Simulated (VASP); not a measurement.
A run of VASP 6.6.1:

Contents of INCAR:

```
SYSTEM = NaH
  PREC = Accurate
  ENCUT = 600
  EDIFF = 1E-7
  ISMEAR = 0
  SIGMA = 0.02
  LREAL = .FALSE.
  LASPH = .TRUE.
  NELM = 80
  ALGO = Normal
  ISIF = 3
  LWAVE = .FALSE.
  LCHARG = .FALSE.
  IBRION = 2
  NSW = 90
  EDIFFG = -0.005
```

KPOINTS

```
Automatic mesh
0
G
  8 8 8
  0 0 0
```

The input POSCAR:

```
NaH
1.0
    0.0000000000      2.3864216700      2.3864216700
    2.3864216700      0.0000000000      2.3864216700
    2.3864216700      2.3864216700      0.0000000000
Na H
1 1
Direct
    0.0000000000      0.0000000000      0.0000000000
    0.5000000000      0.5000000000      0.5000000000
```

Potentials or basis: VASP PAW LDA potentials, release 64 (Na_pv, H).

Launch:

```sh
$ cat potpaw_LDA.64/Na_pv/POTCAR potpaw_LDA.64/H/POTCAR > POTCAR
$ mpirun -np 1 vasp_std > vasp.out
```

Hardware: 1 thread of Intel(R) Xeon(R) Platinum 8488C (Sapphire Rapids), with other jobs on the host.

Question: How long does it take, and how much memory?

Answer: It took 12 s on 1 thread of Intel(R) Xeon(R) Platinum 8488C (Sapphire Rapids), with other jobs on the host, peak memory 0.13 GiB. Counts: scf iterations 33, k points 29, ion steps 4.
